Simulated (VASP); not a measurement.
# Ti: convergence, self-consistent run

Ti, P6/mmm (no. 191), 3 atoms in the cell. R2SCAN; PAW potentials Ti_sv (PBE set). VASP 6.6.1.

Wanted: energy within 0.2 meV/atom; Fermi level within 0.005 eV.

What the run is for: comparing ways to start; Accuracy asked: tight.

POSCAR:
```
Ti
1.0
    4.5673748306      0.0000000000      0.0000000000
   -2.2836874153      3.9554626319      0.0000000000
    0.0000000000      0.0000000000      2.8262442700
Ti
3
Direct
    0.6666666667      0.3333333333      0.5000000000
    0.3333333333      0.6666666667      0.5000000000
    0.0000000000      0.0000000000      0.0000000000
```

## How the run starts (with a second run first, the time holds both)

| How the run starts (with a second run first, the time holds both) | Energy less reference (meV/atom) | Fermi level (eV) | Time (s) |
|---|---|---|---|
| from scratch: 19 SCF iterations | 0.00 | 8.5292 | 96 |
| PBE orbitals (WAVECAR): 15 + 16 SCF iterations | 0.00 | 8.5293 | 126 |
| PBE density (CHGCAR): 15 + 21 SCF iterations | 0.00 | 8.5291 | 130 |
| loose PBE orbitals: 11 + 15 SCF iterations | 0.00 | 8.5292 | 104 |

## Question

For each series: keep the first row unless others stay within the tolerance and take at least 30 % less time, and then take the fastest.

## Answer

- How the run starts (with a second run first, the time holds both): from scratch: 19 SCF iterations

The chosen settings are those of the reference run.

## The input

INCAR:
```
METAGGA = R2SCAN
ISMEAR = 1
SIGMA = 0.1
LWAVE = F
LCHARG = F
ISIF = 2
PREC = Accurate
LASPH = T
LREAL = F
ALGO = Normal
EDIFF = 1E-6
NELM = 120
GGA_COMPAT = F
ENCUT = 440
LMIXTAU = T
```

KPOINTS:
```
k-points
0
Gamma
  8 8 12
```

Commands:
```
cat potpaw_PBE.64/Ti_sv/POTCAR > POTCAR
mpirun -np 1 vasp_std > vasp.out
```

The chosen input took VASP 6.6.1 96 s on 1 core (Intel Xeon 6975P-C (Granite Rapids)), a shared host.
